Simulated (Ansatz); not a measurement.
Write a Python script for Ansatz 0.2.0, Python API that makes a calculation of the dielectric tensor and Born charges of ZrS₂, space group P-3m1. Settings: PBE, PAW, cutoff 470 eV, 6×6×4 k-points, fixed occupations.

```xyz
3
Lattice="3.6914 0.0000 0.0000 -1.8457 3.1968 0.0000 0.0000 0.0000 6.0411" Properties=species:S:1:pos:R:3 pbc="T T T"
Zr    0.0000    0.0000    0.0000
S     1.8457    1.0656    4.6038
S     0.0000    2.1312    1.4372
```

Script `zrs2_eps.py`:
```python
'''Response of ZrS2 to an electric field.'''

import argparse

import ansatz as az
import numpy as np

parser = argparse.ArgumentParser(description='Response of ZrS2 to an electric field.')
parser.add_argument('--cutoff-ev', type=float, default=470.0, help='plane-wave cutoff (eV)')
parser.add_argument('--functional', required=True, help='exchange-correlation functional')
parser.add_argument('--kgrid', type=int, nargs=3, required=True, help='k-point sampling')
parser.add_argument('--occupations', default='fixed', help='how the bands are filled')
args = parser.parse_args()


def main() -> None:
    zrs2 = (
        az.Lattice.from_parameters(3.691383, 3.691383, 6.041077, alpha=90, beta=90, gamma=120)
        .space_group(164)
        .atom('Zr', [0.0, 0.0, 0.0])
        .atom('S', [2 / 3, 1 / 3, 0.76209])
    )

    # an insulator: whole occupations
    calculation = (
        zrs2.calculation()
        .basis(args.cutoff_ev)
        .functional(args.functional)
        .kpoints(*args.kgrid, center='gamma')
        .occupations(args.occupations)
        .dielectric()
    )
    result = calculation.run(threads=1, pin='off')
    response = result.dielectric
    eps = np.asarray(response.eps_inf)

    values = np.linalg.eigvalsh(eps)
    print('principal values of eps_inf:', np.round(values, 3))
    print('refractive indices:', np.round(np.sqrt(values), 3))
    for index, (site, z) in enumerate(zip(result.lattice.sites, response.zstar_e)):
        print('Born charge tensor of', site.symbol, index)
        print(np.round(z, 3) + 0.0)
    print(f'charge neutrality missed by {response.zstar_sum_residual_pre_e:.4f} e before the sum rule')


if __name__ == '__main__':
    main()
```

```console
$ python zrs2_eps.py --functional pbe --kgrid 6 6 4
principal values of eps_inf: [ 4.833 10.638 10.638]
refractive indices: [2.198 3.262 3.262]
Born charge tensor of Zr 0
[[6.969 0.    0.   ]
 [0.    6.969 0.   ]
 [0.    0.    1.759]]
Born charge tensor of S 1
[[-3.484  0.     0.   ]
 [ 0.    -3.484  0.   ]
 [ 0.     0.    -0.88 ]]
Born charge tensor of S 2
[[-3.484  0.     0.   ]
 [ 0.    -3.484  0.   ]
 [ 0.     0.    -0.88 ]]
charge neutrality missed by 0.0012 e before the sum rule
```

Reading the output:
- The run is spin-unpolarised.
- The Fermi level of a run with fixed occupations marks the highest occupied state on its mesh, not mid-gap.
- Averages over directions belong to no single polarisation, least of all in layered crystals.
- The structure comes from a database of computed cells and needn't be a stable or known phase.
- This is the electronic (clamped-ion) response; a semilocal gap that is too small tends to raise it. The typed mesh is that of the SCF; the response is solved on denser meshes that the run picks.
- Hardware and time: 2.1 min on 1 thread of Arm Neoverse V2 (shared host), peak memory 1.6 GiB.
